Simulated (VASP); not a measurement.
# BN (Pnma) in VASP: notebook

Runs on BN. Level: LDA. Tasks: single point.

All numbers are computed with VASP 6.6.1; they aren't measurements. Logs are shortened: lines on timing, memory, paths and dates and some standing lists are left out, and cuts for length are marked.

### 1 The structure

It takes space group Pnma (No. 62, orthorhombic). Conventional cell: a = 4.880 Å, b = 2.591 Å, c = 4.292 Å, α = 90.00°, β = 90.00°, γ = 90.00°. N (site symmetry m) is surrounded by 4 B at 1.51 to 1.65 Å. B (site symmetry m) is surrounded by 4 N at 1.51 to 1.65 Å.

Measurements of this composition are mostly on another form, of space group No. 194.

### 2 Single point, LDA

INCAR reads:

```
SYSTEM = BN
  PREC = Accurate
  ENCUT = 520
  EDIFF = 1E-5
  ISMEAR = 0
  SIGMA = 0.05
  LREAL = .FALSE.
  LASPH = .TRUE.
  NELM = 100
  ALGO = Normal
  ISIF = 2
  LWAVE = .FALSE.
  LCHARG = .FALSE.
  GGA = CA
  NBANDS = 26
  ADDGRID = .FALSE.
```

KPOINTS reads:

```
regular mesh
0
G
  5 9 6
  0 0 0
```

POSCAR reads:

```
BN
1.0
    4.8800890000      0.0000000000      0.0000000000
    0.0000000000      2.5914640000      0.0000000000
    0.0000000000      0.0000000000      4.2920490000
N B
4 4
Direct
    0.3211300000      0.7500000000      0.1064860000
    0.6788700000      0.2500000000      0.8935140000
    0.1788700000      0.2500000000      0.6064860000
    0.8211300000      0.7500000000      0.3935140000
    0.3404130000      0.2500000000      0.9070960000
    0.1595870000      0.7500000000      0.4070960000
    0.8404130000      0.2500000000      0.5929040000
    0.6595870000      0.7500000000      0.0929040000
```

Potentials or basis: VASP PAW LDA potentials, release 64 (N, B).

Launch:

```console
$ cat potpaw_LDA.64/N/POTCAR potpaw_LDA.64/B/POTCAR > POTCAR
$ mpirun -np 1 vasp_std > vasp.out
```

OUTCAR:

```text
SYSTEM = BN
   PREC = Accurate
   ENCUT = 520
   EDIFF = 1E-5
   ISMEAR = 0
   LREAL = .FALSE.
   LASPH = .TRUE.
   NELM = 100
   ISIF = 2
   GGA = CA

 Found     60 irreducible k-points:

 Following reciprocal coordinates:
            Coordinates               Weight
  0.000000  0.000000  0.000000      1.000000
  0.200000  0.000000  0.000000      2.000000
  0.400000  0.000000  0.000000      2.000000
  0.000000  0.111111  0.000000      2.000000
  0.200000  0.111111  0.000000      4.000000
  0.400000  0.111111  0.000000      4.000000
   k-points           NKPTS =     60   k-points in BZ     NKDIM =     60   number of bands    NBANDS=     26
   number of dos      NEDOS =    301   number of ions     NIONS =      8
   total plane-waves  NPLWV =  23040
   dimension x,y,z NGX =    36 NGY =   20 NGZ =   32
   dimension x,y,z NGXF=    72 NGYF=   40 NGZF=   64
   ions per type =               4   4
   NGX,Y,Z   is equivalent  to a cutoff of  12.26, 12.83, 12.39 a.u.
   NGXF,Y,Z  is equivalent  to a cutoff of  24.53, 25.66, 24.79 a.u.
 SYSTEM =  BN
   PREC   = accura    normal or accurate (medium, high low for compatibility)
   ISTART =      0    job   : 0-new  1-cont  2-samecut
   ICHARG =      2    charge: 1-file 2-atom 10-const
   ISPIN  =      1    spin polarized calculation?
   LNONCOLLINEAR =      F non collinear calculations
   LSORBIT =      F    spin-orbit coupling
   LASPH  =      T    aspherical Exc in radial PAW
   ENCUT  =  520.0 eV  38.22 Ry    6.18 a.u.   9.07  4.82  7.98*2*pi/ulx,y,z
   NELM   =    100;   NELMIN=  2; NELMDL= -5     # of ELM steps
   EDIFF  = 0.1E-04   stopping-criterion for ELM
   LREAL  =      F    real-space projection
   EDIFFG = 0.1E-03   stopping-criterion for IOM
   NSW    =      0    number of steps for IOM
   IBRION =     -1    ionic relax: 0-MD 1-quasi-New 2-CG
   NFREE  =      0    steps in history (QN), initial steepest desc. (CG)
   ISIF   =      2    stress and relaxation
   ISYM   =      2    0-nonsym 1-usesym 2-fastsym
   POTIM  = 0.5000    time-step for ionic-motion
   TEBEG  =    0.0;   TEEND  =   0.0 temperature during run
   PSTRESS=    0.0 pullay stress
   NELECT =      32.0000    total number of electrons
   NUPDOWN=      -1.0000    fix difference up-down
   EMIN   =  10.00;   EMAX   =-10.00  energy-range for DOS
   EFERMI =   0.00;   METHOD = LEGACY
   ISMEAR =     0;   SIGMA  =   0.05  broadening in eV -4-tet -1-fermi 0-gaus
   EFERMI_NEDOS =   21; number of points for ismear=-14 and -15
   IALGO  =     38    algorithm
   IMIX   =      4    mixing-type and parameters
     AMIX     =   0.40;   BMIX     =  1.00
     AMIX_MAG =   1.60;   BMIX_MAG =  1.00
  volume/ion in A,a.u.               =       6.78        45.79
  Fermi-wavevector in a.u.,A,eV,Ry     =   1.372711  2.594047 25.637923  1.884334
  Thomas-Fermi vector in A             =   2.498293
   LORBIT       =      0    0 simple, 1 ext, 2 COOP (PROOUT), +10 PAW based schemes
   GGA     = CA    functional components
   LHFCALC =     F    Hartree Fock is set to
   AEXX    =    0.0000 exact exchange contribution
   IVDW    =     0    specifies the selected vdW correction
   LEPSILON=     F    determine dielectric tensor
   LRPA    =     F    only Hartree local field effects (RPA)
 non-spin polarized calculation
 Gauss-broadening in eV      SIGMA  =   0.05
  energy-cutoff  :      520.00
  volume of cell :       54.28
 maximum number of plane-waves:      1480
   NGX = 19   NGY =  9   NGZ = 15

 number of electron      32.0000002 magnetization

 Free energy of the ion-electron system (eV)
  ---------------------------------------------------
  ext. energy  EPLUGINS =         0.00000000
  ---------------------------------------------------
  free energy    TOTEN  =       -75.69074951 eV

  energy without entropy =      -75.69074951  energy(sigma->0) =      -75.69074951

 E-fermi :   5.7746     XC(G=0): -12.1716

 val. band max:        5.5492967830   @ k =   0.0000   0.0000   0.0000
 cond. band min:      11.0672535932   @ k =   0.4000   0.0000   0.3333
 fundamental gap:      5.5179568102
 Fermi energy:         5.7746471337

 k-point     1 :       0.0000    0.0000    0.0000
  band No.  band energies     occupation
      1     -13.8889      2.00000
      2     -11.3022      2.00000
      3     -10.2575      2.00000
      4      -8.4953      2.00000
      5      -3.1962      2.00000
      6      -2.5713      2.00000
[... 18 lines left out ...]
     25      17.0910      0.00000
     26      17.7214      0.00000

 k-point     2 :       0.2000    0.0000    0.0000
  band No.  band energies     occupation
      1     -13.7417      2.00000
      2     -11.8466      2.00000
      3      -9.7825      2.00000
      4      -8.5414      2.00000
      5      -3.3200      2.00000
      6      -3.2011      2.00000
[... 18 lines left out ...]
     25      16.0085      0.00000
     26      17.2874      0.00000

 k-point     3 :       0.4000    0.0000    0.0000
  band No.  band energies     occupation
      1     -13.3130      2.00000
      2     -12.6470      2.00000
      3      -9.1615      2.00000
      4      -8.7366      2.00000
      5      -3.6679      2.00000
      6      -3.6265      2.00000
[... 18 lines left out ...]
     25      16.4685      0.00000
     26      17.2601      0.00000

 k-point     4 :       0.0000    0.1111    0.0000
  band No.  band energies     occupation
      1     -13.6987      2.00000
      2     -11.1373      2.00000
      3     -10.1165      2.00000
      4      -8.4282      2.00000
      5      -3.0606      2.00000
      6      -2.5450      2.00000
[... 18 lines left out ...]
     25      17.2733      0.00000
     26      17.5168      0.00000

 k-point     5 :       0.2000    0.1111    0.0000
  band No.  band energies     occupation
      1     -13.5526      2.00000
      2     -11.6752      2.00000
      3      -9.6532      2.00000
      4      -8.4710      2.00000
      5      -3.1832      2.00000
      6      -3.0780      2.00000
[... 18 lines left out ...]
     25      16.6307      0.00000
     26      17.3390      0.00000

 k-point     6 :       0.4000    0.1111    0.0000
  band No.  band energies     occupation
      1     -13.1272      2.00000
      2     -12.4671      2.00000
      3      -9.0553      2.00000
      4      -8.6533      2.00000
      5      -3.5124      2.00000
      6      -3.4764      2.00000
[... 18 lines left out ...]
     25      16.8999      0.00000
     26      17.4635      0.00000

 [... further k-points ...]

------------------------ aborting loop because EDIFF is reached ----------------------------------------

  FORCE on cell =-STRESS in cart. coord.  units (eV):
  Direction    XX          YY          ZZ          XY          YZ          ZX
  --------------------------------------------------------------------------------------
  -------------------------------------------------------------------------------------
  Total       -3.4588519     -3.9378030     -3.7624195      0.0000000     -0.0000000      0.0000000
  in kB     -102.0951140   -116.2323371   -111.0555331      0.0000000     -0.0000000      0.0000000
  external PRESSURE =    -109.7943280 kB  Pullay stress =       0.0000000 kB

 VOLUME and BASIS-vectors are now :
 -----------------------------------------------------------------------------
  energy-cutoff  :      520.00
  volume of cell :       54.28
      direct lattice vectors                 reciprocal lattice vectors
     4.880089000  0.000000000  0.000000000     0.204914296  0.000000000  0.000000000
     0.000000000  2.591464000  0.000000000     0.000000000  0.385882266  0.000000000
     0.000000000  0.000000000  4.292049000     0.000000000  0.000000000  0.232988952

 POSITION                                       TOTAL-FORCE (eV/Angst)
 -----------------------------------------------------------------------------------
      1.56714      1.94360      0.45704         0.104828      0.000000      0.009565
      3.31295      0.64787      3.83501        -0.104828     -0.000000     -0.009565
      0.87290      0.64787      2.60307        -0.104828      0.000000      0.009565
      4.00719      1.94360      1.68898         0.104828     -0.000000     -0.009565
      1.66125      0.64787      3.89330        -0.014197      0.000000      0.005270
      0.77880      1.94360      1.74728         0.014197     -0.000000      0.005270
      4.10129      0.64787      2.54477        -0.014197     -0.000000     -0.005270
      3.21884      1.94360      0.39875         0.014197     -0.000000     -0.005270
 -----------------------------------------------------------------------------------
    total drift:                                0.000000      0.000000     -0.000000

  FREE ENERGIE OF THE ION-ELECTRON SYSTEM (eV)
  ---------------------------------------------------
  free  energy   TOTEN  =       -75.6907495067 eV

  energy  without entropy=      -75.6907495067  energy(sigma->0) =      -75.69074951
```

OSZICAR:

```text
N       E                     dE             d eps       ncg     rms          rms(c)
DAV:   1     0.105534335836E+03    0.10553E+03   -0.16772E+04  3128   0.119E+03
DAV:   2    -0.740419851366E+02   -0.17958E+03   -0.16790E+03  4158   0.262E+02
DAV:   3    -0.809825279367E+02   -0.69405E+01   -0.68894E+01  4266   0.486E+01
DAV:   4    -0.810389229322E+02   -0.56395E-01   -0.56328E-01  3904   0.470E+00
DAV:   5    -0.810396650498E+02   -0.74212E-03   -0.74141E-03  4180   0.516E-01    0.134E+01
DAV:   6    -0.762929785376E+02    0.47467E+01   -0.10972E+01  3692   0.187E+01    0.588E+00
DAV:   7    -0.758371442518E+02    0.45583E+00   -0.66748E-01  3930   0.467E+00    0.363E+00
DAV:   8    -0.756948714999E+02    0.14227E+00   -0.25590E-01  3704   0.283E+00    0.410E-01
DAV:   9    -0.756907468015E+02    0.41247E-02   -0.15047E-02  3942   0.773E-01    0.201E-01
DAV:  10    -0.756907491727E+02   -0.23712E-05   -0.76239E-04  3962   0.183E-01    0.411E-02
DAV:  11    -0.756907496088E+02   -0.43609E-06   -0.13432E-04  3932   0.699E-02    0.211E-02
DAV:  12    -0.756907495067E+02    0.10205E-06   -0.11580E-05  2196   0.232E-02
   1 F= -.75690750E+02 E0= -.75690750E+02  d E =-.157456E-12
```

It took 32 s on 1 thread of AMD EPYC 9R45 (Zen 5), shared host; peak memory 0.14 GiB.

These settings aren't checked as converged: the numbers below hold their error.

What came out:

| Item | Value |
| --- | --- |
| Free energy | -75.6907 eV |
| Pressure | -11.0 GPa |
| Largest force | 0.105 eV/Å |
| Band gap on the k mesh | 5.52 eV, indirect (least direct gap 6.12 eV) |

Caveat: an odd mesh through Γ misses points on the zone boundary, where band edges often lie.

### 3 Single point, LDA

INCAR reads:

```
PREC = Accurate
ENCUT = 900
EDIFF = 1E-8
ISMEAR = 0
SIGMA = 0.05
LREAL = F
LASPH = T
NELM = 100
ALGO = Normal
ISIF = 2
LWAVE = F
LCHARG = F
NBANDS = 26
ADDGRID = F
```

KPOINTS reads:

```
Automatic mesh
0
Gamma
  6 11 7
```

POSCAR is that of step 2.

Potentials or basis: VASP PAW LDA potentials, release 64 (N, B).

Launch:

```console
$ cat potpaw_LDA.64/N/POTCAR potpaw_LDA.64/B/POTCAR > POTCAR
$ mpirun -np 1 vasp_std > vasp.out
```

Wall time 4.4 min (1 thread of AMD EPYC 7R43 (Zen 3), shared host); peak memory 0.31 GiB.

Results (log left out):

* Free energy: -75.7195 eV
* Pressure: -10.9 GPa
* Largest force: 0.104 eV/Å
* Band gap on the k mesh: 5.53 eV, indirect (least direct gap 6.12 eV)

Forces on the atoms (eV/Å):
```
N    0.104  0.000  0.009
N   -0.104  0.000 -0.009
N   -0.104  0.000  0.009
N    0.104  0.000 -0.009
B   -0.016  0.000  0.006
B    0.016  0.000  0.006
B   -0.016  0.000 -0.006
B    0.016  0.000 -0.006
```

Stress tensor (GPa, compression positive):
```
-10.10   0.00   0.00
  0.00 -11.62   0.00
  0.00   0.00 -11.10
```

Levels at points of the mesh, in eV from the valence-band top:
| k point | band 12 | band 13 | band 14 | band 15 | band 16 | band 17 | band 18 | band 19 | band 20 | band 21 |
| --- | --- | --- | --- | --- | --- | --- | --- | --- | --- | --- |
| (0.00, 0.00, 0.00) | -2.43 | -0.96 | -0.32 | -0.19 | 0.00 | 6.46 | 7.10 | 8.00 | 8.10 | 8.83 |
| (0.50, 0.00, 0.00) | -2.84 | -1.17 | -1.17 | -0.74 | -0.74 | 5.87 | 5.87 | 8.20 | 8.20 | 9.27 |

Caveat: an odd mesh through Γ misses points on the zone boundary, where band edges often lie.

### 4 Single point, LDA

Edit INCAR of step 3 so:

```diff
@@ -1,4 +1,4 @@
 PREC = Accurate
-ENCUT = 900
-EDIFF = 1E-8
+ENCUT = 520
+EDIFF = 1E-7
 ISMEAR = 0
```

KPOINTS reads:

```
Automatic mesh
0
Gamma
  5 9 6
```

POSCAR is that of step 3.

Potentials or basis: VASP PAW LDA potentials, release 64 (N, B).

Launch:

```console
$ cat potpaw_LDA.64/N/POTCAR potpaw_LDA.64/B/POTCAR > POTCAR
$ mpirun -np 1 vasp_std > vasp.out
```

OUTCAR:

```text
PREC = Accurate
   ENCUT = 520
   EDIFF = 1E-7
   ISMEAR = 0
   LREAL = F
   LASPH = T
   NELM = 100
   ISIF = 2

 Found     60 irreducible k-points:

 Following reciprocal coordinates:
            Coordinates               Weight
  0.000000  0.000000  0.000000      1.000000
  0.200000  0.000000  0.000000      2.000000
  0.400000  0.000000  0.000000      2.000000
  0.000000  0.111111  0.000000      2.000000
  0.200000  0.111111  0.000000      4.000000
  0.400000  0.111111  0.000000      4.000000
   k-points           NKPTS =     60   k-points in BZ     NKDIM =     60   number of bands    NBANDS=     26
   number of dos      NEDOS =    301   number of ions     NIONS =      8
   total plane-waves  NPLWV =  23040
   dimension x,y,z NGX =    36 NGY =   20 NGZ =   32
   dimension x,y,z NGXF=    72 NGYF=   40 NGZF=   64
   ions per type =               4   4
   NGX,Y,Z   is equivalent  to a cutoff of  12.26, 12.83, 12.39 a.u.
   NGXF,Y,Z  is equivalent  to a cutoff of  24.53, 25.66, 24.79 a.u.
 SYSTEM =  unknown system
   PREC   = accura    normal or accurate (medium, high low for compatibility)
   ISTART =      0    job   : 0-new  1-cont  2-samecut
   ICHARG =      2    charge: 1-file 2-atom 10-const
[... 63 lines left out ...]
  band No.  band energies     occupation
      1     -13.8889      2.00000
      2     -11.3023      2.00000
      3     -10.2576      2.00000
      4      -8.4954      2.00000
      5      -3.1962      2.00000
      6      -2.5713      2.00000
[... 163 lines left out ...]
     25      16.8999      0.00000
     26      17.4635      0.00000

 [... further k-points ...]

------------------------ aborting loop because EDIFF is reached ----------------------------------------

  FORCE on cell =-STRESS in cart. coord.  units (eV):
  Direction    XX          YY          ZZ          XY          YZ          ZX
  --------------------------------------------------------------------------------------
  -------------------------------------------------------------------------------------
  Total       -3.4562092     -3.9361152     -3.7605872      0.0000000     -0.0000000      0.0000000
  in kB     -102.0171085   -116.1825183   -111.0014503      0.0000000     -0.0000000      0.0000000
  external PRESSURE =    -109.7336923 kB  Pullay stress =       0.0000000 kB

 VOLUME and BASIS-vectors are now :
 -----------------------------------------------------------------------------
  energy-cutoff  :      520.00
  volume of cell :       54.28
      direct lattice vectors                 reciprocal lattice vectors
     4.880089000  0.000000000  0.000000000     0.204914296  0.000000000  0.000000000
     0.000000000  2.591464000  0.000000000     0.000000000  0.385882266  0.000000000
     0.000000000  0.000000000  4.292049000     0.000000000  0.000000000  0.232988952

 POSITION                                       TOTAL-FORCE (eV/Angst)
 -----------------------------------------------------------------------------------
      1.56714      1.94360      0.45704         0.105379      0.000000      0.009358
      3.31295      0.64787      3.83501        -0.105379     -0.000000     -0.009358
      0.87290      0.64787      2.60307        -0.105379     -0.000000      0.009358
      4.00719      1.94360      1.68898         0.105379      0.000000     -0.009358
      1.66125      0.64787      3.89330        -0.013733      0.000000      0.005477
      0.77880      1.94360      1.74728         0.013733      0.000000      0.005477
      4.10129      0.64787      2.54477        -0.013733      0.000000     -0.005477
      3.21884      1.94360      0.39875         0.013733      0.000000     -0.005477
 -----------------------------------------------------------------------------------
    total drift:                                0.000000      0.000000     -0.000000

  FREE ENERGIE OF THE ION-ELECTRON SYSTEM (eV)
  ---------------------------------------------------
  free  energy   TOTEN  =       -75.6907498247 eV

  energy  without entropy=      -75.6907498247  energy(sigma->0) =      -75.69074982
```

stdout:

```text
POSCAR found type information on POSCAR N B
 POSCAR found :  2 types and       8 ions
 scaLAPACK will be used
 LDA part: xc-table for (Slater(with rela. corr.)+CA(PZ))
 , standard interpolation
 POSCAR, INCAR and KPOINTS ok, starting setup
 FFT: planning ... GRIDC
 FFT: planning ... GRID_SOFT
 FFT: planning ... GRID
 WAVECAR not read
 entering main loop
```

It took 69 s on 1 thread of AMD EPYC 7R43 (Zen 3), shared host; peak memory 0.14 GiB.

These settings aren't checked as converged: the numbers below hold their error.

What came out:

```
Free energy            : -75.6907 eV
Pressure               : -11.0 GPa
Largest force          : 0.106 eV/Å
Band gap on the k mesh : 5.52 eV, indirect (least direct gap 6.13 eV)
```

Caveat: an odd mesh through Γ misses points on the zone boundary, where band edges often lie.

### 5 Single point, LDA

INCAR is that of step 4.

KPOINTS reads:

```
Automatic mesh
0
Gamma
  6 11 7
```

POSCAR is that of step 4.

Launch:

```console
$ cat potpaw_LDA.64/N/POTCAR potpaw_LDA.64/B/POTCAR > POTCAR
$ mpirun -np 1 vasp_std > vasp.out
```

Run time: 2.5 min. Hardware: 1 thread of AMD EPYC 7R43 (Zen 3), shared host; peak memory 0.17 GiB.

These settings aren't checked as converged: the numbers below hold their error.

Results:

- Free energy: -75.6908 eV
- Pressure: -11.0 GPa
- Largest force: 0.106 eV/Å
- Band gap on the k mesh: 5.53 eV, indirect (least direct gap 6.12 eV)

Caveat: an odd mesh through Γ misses points on the zone boundary, where band edges often lie.

### 6 Single point, LDA

Edit INCAR of step 5 so:

```diff
@@ -1,3 +1,3 @@
 PREC = Accurate
-ENCUT = 520
+ENCUT = 650
 EDIFF = 1E-7
```

KPOINTS is that of step 5.

POSCAR is that of step 5.

Potentials or basis: VASP PAW LDA potentials, release 64 (N, B).

Launch:

```console
$ cat potpaw_LDA.64/N/POTCAR potpaw_LDA.64/B/POTCAR > POTCAR
$ mpirun -np 1 vasp_std > vasp.out
```

Run time: 4.3 min. Hardware: 1 thread of AMD EPYC 7R43 (Zen 3), shared host; peak memory 0.2 GiB.

The run converged, but some of its settings lie outside the range that counts as converged, so its numbers aren't taken as properties of the crystal.

Results:

```yaml
Free_energy: -75.7061 eV
Pressure: -11.3 GPa
Largest_force: 0.105 eV/Å
Band_gap_on_the_k_mesh: 5.53 eV, indirect (least direct gap 6.12 eV)
```

Caveat: an odd mesh through Γ misses points on the zone boundary, where band edges often lie.
